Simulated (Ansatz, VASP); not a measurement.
## GaN in VASP and in Ansatz

```
Ga N
1.0
     3.18315    0.00000    0.00000
    -1.59158    2.75669    0.00000
     0.00000    0.00000    5.18363
Ga N
2 2
Cartesian
  0.0000 1.8378 -0.0046
  1.5916 0.9189 2.5872
  0.0000 1.8378 1.9485
  1.5916 0.9189 4.5403
```

Alike in both runs: task single point; functional PBE; k mesh 12 × 12 × 6; occupations fermi-dirac, width 0.02 eV; no spin polarisation.

|  | VASP | Ansatz |
| --- | --- | --- |
| version | VASP 6.6.1 | Ansatz 0.2.0 |
| potentials or method | VASP PAW PBE potentials, release 64 (Ga_d, N) | plane waves, PAW |
| plane-wave cutoff (eV) | 520 | 420 |
| valence electrons in the cell | 36 | 36 |

VASP gave:

```
gap on the k mesh at the Fermi level (eV)       : 1.94
pressure (GPa)                                  : 6.2
largest component of the traceless stress (GPa) : 0.08
```

Task: Estimate Ansatz's values.

Result: gap on the k mesh at the Fermi level (eV): 1.93; pressure (GPa): 6.2; largest component of the traceless stress (GPa): 0.05.
